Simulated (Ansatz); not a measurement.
This log comes from Ansatz, run on BeSe (zincblende). The cell was relaxed beforehand with r2SCAN.

The cell given to it:
```xyz
2
Lattice="0.0000 2.5810 2.5810 2.5810 0.0000 2.5810 2.5810 2.5810 0.0000" Properties=species:S:1:pos:R:3 pbc="T T T"
Be    0.0000    0.0000    0.0000
Se    1.2905    1.2905    1.2905
```

Main lines of the log:
```
Pseudopotential: Be, paw, valence charge 2, recommended cutoff 420 eV (normal)
Pseudopotential: Se, paw, valence charge 16, recommended cutoff 420 eV (normal)
Functional definition: HSE06
Crystal: 2 atoms, lattice volume = 34.388 Å³
Basis set: ecut = 420 eV, 645 PW (Γ)
Bands: 13, of which v1, the nominal top of the filled ones, is band 9 counted from 1 (8 counted from 0)
Symmetry: 24 space group operations
Space group: F-43m (ITA 216)
k-points: 8 of 64 (time reversal used)
Exchange kernel: α = 0.2500, screened, ω = 0.2079 Å⁻¹, Wigner–Seitz truncation, v(0) = 1010.5811 eV·Å³, q-mesh 4×4×4
preconditioner: auto → none  [insulator: Δε(μ)=3.495 eV  ℏωp=17.9 eV]
hybrid outer 1: dexx = +3.120e-3 eV, tail = 4.31e-5 eV
hybrid outer 2: dexx = +4.384e-7 eV, tail = 2.27e-7 eV, Δε = 1.66e-3 eV
hybrid SCF converged: 2 outer / 7 inner (+2 warm-up)
Free energy (F): -5565.172096 eV
Fermi energy:    6.273736 eV
--- Per-component energies (eV) ---
  E_band       = -435.319085
  E_kinetic    = 138.538627
  E_local      = -2532.471086
  E_nonlocal   = -592.787856
  E_hartree    = 1251.138187
  E_xc         = -100.166796
  E_vxc        = -95.964284
  E_exx        = -71.169020
  E_paw        = -1922.952691
  E_vpaw       = 287.434156
  E_ewald      = -1734.221387
  E_core_change = -1.079547
--- G₀W₀: contour deformation, 6 samples at zero and on the imaginary axis and 2 off it, 64 q-points, 129 empty bands' worth ---
    ik  band        ε_KS         Σx   Σc(E_QP)       V_xc       Z   E_QP_lin       E_QP  E_QP is
     0     8      6.2737   -18.0763     1.4721   -16.0615  0.8161     5.7291     5.7311  root
     0     9      6.2737   -18.0763     1.4721   -16.0615  0.8161     5.7291     5.7311  root
     0    10     11.6711    -8.0381    -4.3490   -12.5806  0.8231    11.8649    11.8646  root
     0    11     12.3577    -5.9265    -4.2475   -10.4076  0.8171    12.5917    12.5912  root
     1     8      5.6184   -17.6827     1.5846   -15.5555  0.8129     5.0736     5.0757  root
     1     9      5.6184   -17.6827     1.5846   -15.5555  0.8129     5.0736     5.0757  root
     1    10     11.7710    -6.9613    -4.2120   -11.3572  0.8215    11.9551    11.9548  root
     1    11     13.2925    -6.0262    -4.4191   -10.6555  0.8129    13.5031    13.5027  root
     2     8      5.1287   -17.5994     1.7190   -15.3338  0.8099     4.5799     4.5821  root
     2     9      5.1287   -17.5994     1.7190   -15.3338  0.8099     4.5799     4.5821  root
     2    10     11.5959    -7.2485    -4.1641   -11.5819  0.8219    11.7654    11.7651  root
     2    11     13.3287    -5.7142    -4.3535   -10.2505  0.8168    13.5118    13.5115  root
     3     8      4.5392   -17.1567     1.8082   -14.7998  0.8072     3.9880     3.9904  root
     3     9      4.5392   -17.1567     1.8082   -14.7998  0.8072     3.9880     3.9904  root
     3    10     10.9986    -5.7469    -3.9915    -9.8784  0.8255    11.1387    11.1385  root
     3    11     13.0848    -6.2243    -4.2975   -10.6303  0.8195    13.1934    13.1933  root
     6     8      3.4317   -17.0786     2.1273   -14.3986  0.7988     2.8761     2.8790  root
     6     9      3.4317   -17.0786     2.1273   -14.3986  0.7988     2.8761     2.8790  root
     6    10      9.7725    -5.3210    -3.7871    -9.1781  0.8335     9.8426     9.8426  root
     6    11     11.3983    -6.1203    -3.9358   -10.1605  0.8265    11.5028    11.5027  root
```

The points are ik 0 = (0, 0, 0) (Γ), ik 1 = (0, 0, 1/4), ik 2 = (0, 0, -1/2), ik 3 = (0, 1/4, 1/4), ik 6 = (0, -1/2, -1/2); band 9 is the last filled one.

Task: Which of these blocks stood in the input: relax, gw, phonons, dielectric, magnetization (spin_orbit)?

Result: gw. The quasiparticle table needs the gw block.

Task: Which k mesh was typed?

Result: 4×4×4, Γ-centred.

Task: How were the bands filled?

Result: Fixed occupations.

Run as `ansatz run input.yaml --threads 2 --pin off --max-ram 3686MiB --backend cpu --events-out ev --progress --plain --runs-dir out`. It took 25 s on 2 threads of Arm Neoverse V1, with other jobs on the host, load about 0.3 per core; peak host memory 0.54 GiB.

The values are computed, spin-unpolarised, and not measurements.
